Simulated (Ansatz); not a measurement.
**Stack of W2NS2 MXene under honeycomb AsN, shifted by two thirds of the diagonal in a perpendicular field**

Aim: how the stack of W2NS2 MXene under honeycomb AsN, shifted by two thirds of the diagonal screens a field along its normal, and what the field does to its bands. A positive field points along +c.

Main program and level: Ansatz 0.2.0; plane-wave DFT, RPBE-D3(BJ), Ansatz PAW.

## Step 1: Starting point

The cell holds 7 atoms: 2 S, 2 W, 2 N and 1 As. Cell: a = 3.017 Å, b = 3.017 Å, c = 28.047 Å, α = 90.0°, β = 90.0°, γ = 120.0°. Regions: layer 1: W2NS2 MXene, 5 atoms (2 S, 2 W and 1 N); layer 2: honeycomb AsN, 2 atoms (1 N and 1 As). Vacuum lies along c.

## Step 2: Relaxing the slab

The starting cell is a guess, so the in-plane lattice and the atoms are relaxed first, with the slab cut off from its images along the normal. The program lengthens the vector along the normal by itself, so c and the volume that it reports differ from the typed ones.

Contents of input.yaml:

```yaml
crystal:
  lattice:
    - [3.016954, 0.0, 0.0]
    - [-1.508477, 2.612758806, 0.0]
    - [0.0, 0.0, 28.047209697]
  atoms:
    - { symbol: S, position: [0.3333333333, 0.6666666667, 0.3208875356] }
    - { symbol: W, position: [0.6666666667, 0.3333333333, 0.3844808176] }
    - { symbol: "N", position: [0.0, 0.0, 0.4274437628] }
    - { symbol: W, position: [0.3333333333, 0.6666666667, 0.470406708] }
    - { symbol: S, position: [0.6666666667, 0.3333333333, 0.53399999] }
    - { symbol: "N", position: [0.3333333333, 0.6666666667, 0.6445279189] }
    - { symbol: As, position: [0.0, 0.0, 0.6791124644] }
  periodic: [true, true, false]
kpoints:
  mp_grid: { grid: [12, 12, 1] }
hamiltonian:
  xc: rpbe
  dispersion: d3bj
scf:
  occupations: { method: fermi_dirac, width: 0.05 }
  convergence: { dr2_threshold: 1.0e-09 }
relax:
  f_tol: 0.004
  max_steps: 90
  cell: {}
output:
  write_potential: true
  write_density: true
  volumetric_format: npy
```

Started as:

```console
> ansatz run input.yaml --threads 2 --pin off --max-ram 3072MiB --backend cpu --events-out ev --progress --plain --runs-dir out
```

Numbers of over 12 decimals in the logs are rounded to 6 here.

Log:

```text
Warning: crystal.periodic: the lattice vector that does not repeat stood 0.000° off the slab's normal, 28.047 Å along it as the deck builds it. The run solves the slab on a vector along the normal, 43.894 Å long, with every atom where it was (on the deck's vector they left 18.00 Å outside them, and the widest stretch free of ions among them is 3.10 Å). A fractional position that the run reports is one of the run's ce [...]
Warning: relax.cell: scf.convergence.dr2_threshold = 1e-9 eV is looser than the 1.7417674637e-10 eV advised for a relaxation that steers and ends on the stress (1e-10 eV for each atom of the cell: 7, times the square of relax.cell.stress_2d_tol = 0.05 N/m over 20.0 Å (the atoms' height at the walk's start and 5 Å past either face), 2.494e-2 GPa, over a crystal's default 0.05). What an SCF threshold leaves in a stress goes as its square root, and in the free energy as the threshold itself, and one threshold admits the most on a small cell: [figures from the program's tests cut] Set scf.convergence.dr2_threshold to 1.7417674637e-10 eV or tighter. [rest of the remark cut]
crystal.periodic: the lattice vector that does not repeat stood 0.000° off the slab's normal, 28.047 Å along it as the deck builds it. The run solves the slab on a vector along the normal, 43.894 Å long, with every atom where it was (on the deck's vector they left 18.00 Å outside them, and the widest stretch free of ions among them is 3.10 Å). A fractional position that the run reports is one of the run's cell, which [...]
Engine: ansatz 0.2.0, aarch64-unknown-linux-gnu
Pseudopotentials: kind: paw
Pseudopotential: S, paw, valence charge 6, recommended cutoff 420 eV (normal), S.paw.azcp
Pseudopotential: W, paw, valence charge 14, recommended cutoff 420 eV (normal), W.paw.azcp
Pseudopotential: N, paw, valence charge 5, recommended cutoff 420 eV (normal), N.paw.azcp
Pseudopotential: As, paw, valence charge 15, recommended cutoff 420 eV (normal), As.paw.azcp
Functional definition: RPBE
  parameter kappa = 0.804
  parameter beta = 0.066725
  exchange = rpbe_x(kappa = kappa, mu = beta*pi^2/3)
  correlation = pbe_c(beta = beta)
Crystal: 7 atoms, lattice volume = 346.001 Å³
Basis set: ecut = 420 eV, 6639 PW (Γ), exchange–correlation on 48×48×600 points (8 copies of the dense FFT grid, shifted against one another)
Bands: 40, of which v1, the nominal top of the filled ones, is band 33 counted from 1 (32 counted from 0)
Symmetry: 6 space group operations
Space group: P3m1 (ITA 156), of the structure as read, at distance tolerance 7.0e-5 Å
k-points: 19 of 144 (time reversal used)
Non-local potential: S, projectors of the file, l = 0: 2, l = 1: 2, l = 2: 2
Non-local potential: W, projectors of the file, l = 0: 3, l = 1: 2, l = 2: 2, l = 3: 1
Non-local potential: N, projectors of the file, l = 0: 2, l = 1: 2, l = 2: 1
Non-local potential: As, projectors of the file, l = 0: 2, l = 1: 2, l = 2: 3, l = 3: 1
PAW form: soft (Blöchl's): semilocal exchange-correlation on the pseudo side does not see the compensation charge
PAW frozen core: S, regenerated for the run's functional, and the local potential with it (the file was generated under x = pbe(κ = 0.804, μ = 0.219515), c = pbe(β = 0.066725))
PAW frozen core: W, regenerated for the run's functional, and the local potential with it (the file was generated under x = pbe(κ = 0.804, μ = 0.219515), c = pbe(β = 0.066725))
PAW frozen core: N, regenerated for the run's functional, and the local potential with it (the file was generated under x = pbe(κ = 0.804, μ = 0.219515), c = pbe(β = 0.066725))
PAW frozen core: As, regenerated for the run's functional, and the local potential with it (the file was generated under x = pbe(κ = 0.804, μ = 0.219515), c = pbe(β = 0.066725))
PAW one-centre angular grid: S, 110 points (default); XC on 64 Gauss nodes
PAW one-centre angular grid: W, 590 points (default); XC on 64 Gauss nodes
PAW one-centre angular grid: N, 110 points (default); XC on 64 Gauss nodes
PAW one-centre angular grid: As, 590 points (default); XC on 64 Gauss nodes
Initial density: superposition of atomic densities (neutral atoms: chi_scale 0, normalization atom), corrected by the library's trained network
Initial wavefunctions: pseudopotential atomic-orbital guess
Functional: x = rpbe, c = pbe(β = 0.066725)
SCF iter   1: F=—  HF=-28251.615353 eV  |F-HF|=—  |Δ(HF+E_count)|=         —  Δρ=4.92e-3  dr2=9.56e-1  ethr=1.77e-3  ⟨swp⟩=13.5  Hψ=5481  notcnv=0  defer=1
preconditioner: auto → LDOS  [metal: Δε(μ)=0.040 eV  Ē_g=9.091 eV  σ=0.050 eV  W_gap=0.19  n_scr=28 (ndim 8)  ℏωp=12.5 eV  f_vac=0.685  D(μ)=3.61/eV (n_scr^D=18)  β→1.0]
SCF iter   2: F=—  HF=-28251.608184 eV  |F-HF|=—  |Δ(HF+E_count)|=   7.17e-3  Δρ=6.61e-3  dr2=5.38e0  ethr=1.47e-3  ⟨swp⟩=3.7  Hψ=1432  notcnv=0  defer=17  recentre
SCF iter   3: F=—  HF=-28251.578680 eV  |F-HF|=—  |Δ(HF+E_count)|=   2.95e-2  Δρ=2.90e-3  dr2=4.92e-1  ethr=1.47e-3  ⟨swp⟩=2.4  Hψ=1223  notcnv=0  defer=10
SCF iter   4: F=—  HF=-28251.556417 eV  |F-HF|=—  |Δ(HF+E_count)|=   2.23e-2  Δρ=1.27e-3  dr2=1.82e-1  ethr=7.57e-4  ⟨swp⟩=2.5  Hψ=1118  notcnv=0  defer=20
SCF iter   5: F=—  HF=-28251.547550 eV  |F-HF|=—  |Δ(HF+E_count)|=   8.87e-3  Δρ=1.60e-3  dr2=1.16e-1  ethr=2.81e-4  ⟨swp⟩=3.1  Hψ=1318  notcnv=0  defer=21
SCF iter   6: F=—  HF=-28251.543348 eV  |F-HF|=—  |Δ(HF+E_count)|=   4.20e-3  Δρ=8.59e-4  dr2=9.83e-2  ethr=1.79e-4  ⟨swp⟩=2.1  Hψ=967  notcnv=0  defer=20
SCF iter   7: F=—  HF=-28251.539736 eV  |F-HF|=—  |Δ(HF+E_count)|=   3.61e-3  Δρ=6.91e-4  dr2=7.92e-2  ethr=1.51e-4  ⟨swp⟩=1.7  Hψ=862  notcnv=0  defer=17
SCF iter   8: F=—  HF=-28251.551377 eV  |F-HF|=—  |Δ(HF+E_count)|=   1.16e-2  Δρ=8.98e-4  dr2=1.41e-1  ethr=1.22e-4  ⟨swp⟩=2.3  Hψ=881  notcnv=0  defer=16
SCF iter   9: F=—  HF=-28251.540591 eV  |F-HF|=—  |Δ(HF+E_count)|=   1.08e-2  Δρ=7.95e-4  dr2=8.44e-2  ethr=1.22e-4  ⟨swp⟩=1.7  Hψ=985  notcnv=0  defer=16
SCF iter  10: F=—  HF=-28251.537099 eV  |F-HF|=—  |Δ(HF+E_count)|=   3.49e-3  Δρ=8.82e-4  dr2=5.00e-2  ethr=1.22e-4  ⟨swp⟩=2.1  Hψ=889  notcnv=0  defer=16
SCF iter  11: F=—  HF=-28251.564431 eV  |F-HF|=—  |Δ(HF+E_count)|=   2.73e-2  Δρ=3.69e-3  dr2=1.83e0  ethr=7.69e-5  ⟨swp⟩=3.8  Hψ=1797  notcnv=0  defer=13  recentre
SCF iter  12: F=—  HF=-28251.546899 eV  |F-HF|=—  |Δ(HF+E_count)|=   1.75e-2  Δρ=8.72e-4  dr2=1.12e-1  ethr=7.69e-5  ⟨swp⟩=4.1  Hψ=1768  notcnv=0  defer=12
SCF iter  13: F=—  HF=-28251.545053 eV  |F-HF|=—  |Δ(HF+E_count)|=   1.85e-3  Δρ=8.25e-4  dr2=1.02e-1  ethr=7.69e-5  ⟨swp⟩=1.2  Hψ=935  notcnv=0  defer=12
[...]
SCF iter  10: F=-28252.547328 eV  HF=-28252.547328 eV  |F-HF|=6.81e-9  |Δ(HF+E_count)|=   4.47e-8  Δρ=3.76e-7  dr2=4.87e-10  ethr=1.54e-12  ⟨swp⟩=15.7  Hψ=7729  notcnv=0
SCF 3 converged in 10 iterations: F = -28252.547328 eV  dr2 = 4.87e-10
relax step   3: F+E_penalty+E_count = -28252.54732761 eV  Δ(F+E_penalty+E_count) = -2.104e-1 eV  max|allowed force component| = 4.225e-1 eV/Å  Δτ_max = 0.1915 Å  P = -1.626 N/m  Ω = 313.536 Å³  energy of the carried Pulay correction = +1.191e-2 eV  fix = [c, alpha, beta]  reactions: c -0.000 N/m  (10 SCF iters, accepted)
[...]
relax step   4: F+E_penalty+E_count = -28252.55716633 eV  Δ(F+E_penalty+E_count) = -9.839e-3 eV  max|allowed force component| = 6.401e-2 eV/Å  Δτ_max = 0.0505 Å  P = -0.801 N/m  Ω = 313.054 Å³  energy of the carried Pulay correction = +1.209e-2 eV  fix = [c, alpha, beta]  reactions: c -0.000 N/m  (10 SCF iters, accepted)
[...]
relax step   5: F+E_penalty+E_count = -28252.55809916 eV  Δ(F+E_penalty+E_count) = -9.328e-4 eV  max|allowed force component| = 2.769e-2 eV/Å  Δτ_max = 0.0229 Å  P = +0.524 N/m  Ω = 311.694 Å³  energy of the carried Pulay correction = +1.262e-2 eV  fix = [c, alpha, beta]  reactions: c +0.000 N/m  (9 SCF iters, accepted)
[...]
relax step   6: F+E_penalty+E_count = -28252.55812904 eV  Δ(F+E_penalty+E_count) = -2.988e-5 eV  max|allowed force component| = 4.101e-3 eV/Å  Δτ_max = 0.0056 Å  P = -0.009 N/m  Ω = 312.287 Å³  energy of the carried Pulay correction = +1.239e-2 eV  fix = [c, alpha, beta]  reactions: c -0.000 N/m  (7 SCF iters, accepted)
[...]
relax step   7: F+E_penalty+E_count = -28252.55813544 eV  Δ(F+E_penalty+E_count) = -6.408e-6 eV  max|allowed force component| = 1.539e-3 eV/Å  Δτ_max = 0.0002 Å  P = +0.000 N/m  Ω = 312.273 Å³  energy of the carried Pulay correction = +1.240e-2 eV  fix = [c, alpha, beta]  reactions: c +0.000 N/m  (5 SCF iters, accepted)
[...]
relax step   8: F+E_penalty+E_count = -28252.55081713 eV  Δ(F+E_penalty+E_count) = +7.318e-3 eV  max|allowed force component| = 1.576e-3 eV/Å  Δτ_max = 0.0000 Å  P = -0.181 N/m  Ω = 312.273 Å³  fix = [c, alpha, beta]  reactions: c -0.000 N/m  stress off target by 1.81e-1 N/m on what of the cell is left free  SCF on the basis re-selected at this cell (its energy is not comparable with the rows above)  (6 SCF iters)
[...]
relax step   9: F+E_penalty+E_count = -28252.55092716 eV  Δ(F+E_penalty+E_count) = -1.100e-4 eV  max|allowed force component| = 5.728e-4 eV/Å  Δτ_max = 0.0013 Å  P = -0.003 N/m  Ω = 312.060 Å³  energy of the carried Pulay correction = +8.144e-5 eV  fix = [c, alpha, beta]  reactions: c -0.000 N/m  (7 SCF iters, accepted)
iter 1 solved again at ethr=4.32e-7 eV; its pass at ethr=3.10e-3 eV (dr2=2.81e-4 eV) is discarded
SCF iter   1: F=—  HF=-28252.550952 eV  |F-HF|=—  |Δ(HF+E_count)|=         —  Δρ=1.83e-6  dr2=7.98e-9  ethr=4.32e-7  ⟨swp⟩=7.1  Hψ=9572  notcnv=0
eigensolver tolerance schedule: the retry pair's looser diagonalisation over-reported the residual by 35183.09 of it (diagonalisation noise at an unbounded share of the residual, at the tolerance the schedule requests for it); recorded, not acted on — ethr = c·dr2/N_el stays at c = 1.0e-1
SCF iter   2: F=—  HF=-28252.550856 eV  |F-HF|=—  |Δ(HF+E_count)|=   9.51e-5  Δρ=2.09e-6  dr2=3.03e-8  ethr=1.23e-11  ⟨swp⟩=8.7  Hψ=4421  notcnv=0
SCF iter   3: F=—  HF=-28252.550856 eV  |F-HF|=—  |Δ(HF+E_count)|=   3.38e-9  Δρ=1.04e-6  dr2=2.59e-9  ethr=1.23e-11  ⟨swp⟩=4.4  Hψ=1779  notcnv=0
SCF iter   4: F=—  HF=-28252.550856 eV  |F-HF|=—  |Δ(HF+E_count)|=   3.50e-9  Δρ=6.46e-7  dr2=1.33e-9  ethr=3.98e-12  ⟨swp⟩=3.5  Hψ=1354  notcnv=0
SCF iter   5: F=-28252.550856 eV  HF=-28252.550856 eV  |F-HF|=1.38e-10  |Δ(HF+E_count)|=  4.26e-10  Δρ=1.55e-7  dr2=1.52e-10  ethr=1.54e-12  ⟨swp⟩=20.8  Hψ=7688  notcnv=0
SCF 10 converged in 5 iterations: F = -28252.550856 eV  dr2 = 1.52e-10
relax step  10: F+E_penalty+E_count = -28252.55085648 eV  Δ(F+E_penalty+E_count) = +7.068e-5 eV  max|allowed force component| = 5.756e-4 eV/Å  Δτ_max = 0.0000 Å  P = -0.004 N/m  Ω = 312.060 Å³  fix = [c, alpha, beta]  reactions: c -0.000 N/m  stress off target by 4.03e-3 N/m on what of the cell is left free  SCF on the basis re-selected at this cell (its energy is not comparable with the rows above)  (5 SCF iters)
basis re-selected at this cell: Δ(F+E_penalty+E_count) = +7.068e-5 eV, ΔP = -0.001 N/m vs the last step (what re-selecting the basis moved, of the pressure what is left beyond the Pulay correction that the steps carried, after the strain that the cell walked since its last selection, with what the two solves' SCF thresholds leave and, on support functions, any second-order correction that the steps lacked; it is no m [...]
SCF converged after 5 iterations
Free energy (F): -28252.550856 eV
Harris-Foulkes:  -28252.550856 eV  (|F-HF|=1.38e-10)
Internal energy: -28252.537136 eV  (E = F + TS)
E sigma→0 (E₀):  -28252.543996 eV
Entropy (-TS):   -0.013721 eV (-1.960 meV/atom)
Fermi energy:    -4.184658 eV
--- Per-component energies (eV) ---
  E_band       = -1701.731481
  E_kinetic    = 1500.533067
  E_local      = -382413.662132  (includes V_loc(G=0)·N_el)
  E_nonlocal   = -522.703552
  E_hartree    = 190345.729912
  E_xc         = -935.988193
  E_vxc        = -893.910145  (∫ρ·V_xc dr)
  E_paw        = -20456.287486  (= ΣΔE_a)
  E_vpaw       = -63.449177  (= ΣTr[D̂ρ^β])
  E_aug_tail   = 0.000091  (compensation charges beyond the density's cutoff)
  E_ewald      = 184245.023613
  E_disp       = -14.803434  (pairwise vdW)
  E_core_change = -0.379021  (= ΣΔE_core)
  E_smearing   = -0.013721  (= −TS)
  E_closure    = -0.000000  (closes the sum)
  Σ components = -28252.550856   (vs F -28252.550856, Δ=0.00e0)
--- Forces (eV/Å), atoms counted from 1 ---
  atom   1  S      0.00000000    -0.00000000     0.00000484
  atom   2  W      0.00000000     0.00000000    -0.00009173
  atom   3  N      0.00000000     0.00000000    -0.00012256
  atom   4  W      0.00000000    -0.00000000    -0.00050017
  atom   5  S      0.00000000     0.00000000     0.00057516
  atom   6  N     -0.00000000     0.00000000    -0.00000906
  atom   7  As    -0.00000000     0.00000000     0.00014076
  max |Σ_I F_I| component: 2.76e-6 eV/Å
--- 2D stress c σ (N/m, compression-positive) ---
       -0.004030       0.000000      -0.000000
        0.000000      -0.004030       0.000000
       -0.000000       0.000000      -0.000000
  P = ½ c Tr σ = -0.0040 N/m
--- Band table (eV; the first three rows and the last of 19) ---
  k-point 0: bands = [... 29 lower, -4.9491, -4.6638, -4.6638, -4.5894, -4.5894, -3.6925, -3.6925, -2.7403, ... 3 higher]
  k-point 1: bands = [... 29 lower, -5.7435, -5.4626, -4.7495, -4.1859, -3.8924, -3.8246, -3.6512, -2.2806, ... 3 higher]
  k-point 2: bands = [... 29 lower, -6.0378, -5.9051, -5.3294, -4.4400, -4.0997, -3.3599, -2.8111, -1.7581, ... 3 higher]
  k-point 18: bands = [... 29 lower, -7.5327, -4.6303, -4.0857, -3.9784, -3.6542, -3.5541, -2.0816, -2.0726, ... 3 higher]
  the weakly bound empty levels are not read free of the cell's end (no_gap_told)
--- Relaxed structure (8 steps of the walk, 8 accepted, 2 SCFs on fresh bases) ---
  F+E_penalty+E_count = -28252.55085648 eV   max|allowed force component| = 5.756e-4 eV/Å   (the final SCF, on the basis selected at the relaxed cell)
  cell:  # Å, volume = 312.0600 Å³
    - [2.865161, 0.0, 0]
    - [-1.432581, 2.481303, 0]
    - [0, 0, 43.894419]
  atoms:
    - { symbol: S, position: [0.333333, 0.666667, 0.205207] }
    - { symbol: W, position: [0.666667, 0.333333, 0.243878] }
    - { symbol: N, position: [6.242693218629955e-17, -3.3231165362215487e-17, 0.275414] }
    - { symbol: W, position: [0.333333, 0.666667, 0.306891] }
    - { symbol: S, position: [0.666667, 0.333333, 0.345497] }
    - { symbol: N, position: [0.333333, 0.666667, 0.406074] }
    - { symbol: As, position: [4.7878487269067314e-17, -3.3231165362215443e-17, 0.428423] }
```

Elapsed: 7.3 min, on 2 threads of Arm Neoverse N1, shared host; peak memory 0.67 GiB; 11 min of CPU time.

This run has no spin polarisation although its electron count is odd.

Step by step:

```tsv
step	energy less that of the first step (eV)	largest force component (eV/Å)	volume (Å³)
1	0.0000	3.0703	346.00
2	-0.8027	1.4889	317.78
3	-1.0131	0.4225	313.54
4	-1.0230	0.0640	313.05
5	-1.0239	0.0277	311.69
6	-1.0239	0.0041	312.29
7	-1.0239	0.0015	312.27
8*	-1.0166	0.0016	312.27
9	-1.0167	0.0006	312.06
10*	-1.0166	0.0006	312.06
```

Relaxation steps marked * repeat the geometry before them on a plane-wave basis chosen anew for their cell, so energy and pressure can jump there.

The run keeps the 6 symmetry operations that it works with, so distortions that break them were not tested.

```tsv
cell as run	before	after	change
a (Å)	3.017	2.865	-5.0 %
b (Å)	3.017	2.865	-5.0 %
```

The atoms that moved most (Å, along periodic axes as changes of fractional coordinates times the final cell, across vacuum about the mean position):

```tsv
atom	dx	dy	dz	length
W4	0.000	0.000	0.277	0.277
N6	0.000	0.000	-0.253	0.253
As7	0.000	0.000	-0.242	0.242
S5	0.000	0.000	0.188	0.188
N3	0.000	0.000	0.101	0.101
W2	0.000	0.000	-0.079	0.079
S1	0.000	0.000	0.007	0.007
```

The relaxed structure:

```cif
data_structure
_symmetry_space_group_name_H-M 'P 1'
_symmetry_Int_Tables_number 1
_cell_length_a 2.8652
_cell_length_b 2.8652
_cell_length_c 43.8944
_cell_angle_alpha 90.000
_cell_angle_beta 90.000
_cell_angle_gamma 120.000
_cell_volume 312.06
loop_
_atom_site_label
_atom_site_type_symbol
_atom_site_fract_x
_atom_site_fract_y
_atom_site_fract_z
_atom_site_occupancy
S1 S 0.33333 0.66667 0.20521 1
W2 W 0.66667 0.33333 0.24388 1
N3 N 0.00000 0.00000 0.27541 1
W4 W 0.33333 0.66667 0.30689 1
S5 S 0.66667 0.33333 0.34550 1
N6 N 0.33333 0.66667 0.40607 1
As7 As 0.00000 0.00000 0.42842 1
```

This step gave:

| Quantity | Value |
| --- | --- |
| energy at zero smearing | -28252.5440 eV |

The lattice constant a goes from 3.017 to 2.865 Å.

(Continued in part 2 of 3.)

[Logs are printed without paths, hosts, clocks, repeated set-up lines and the standing remarks that a program may print on its own settings, such as how far it seeks lower states.]

[Hosts, paths, dates, database ids (printed as entryN), source tags and the programs' standing remarks are cut or masked in the printed files.]

[Maps of the electrostatic potential energy from Ansatz leave out the sawtooth potential of an applied field or a dipole correction, so their vacuum need not be flat; planar profiles and work functions include it.]
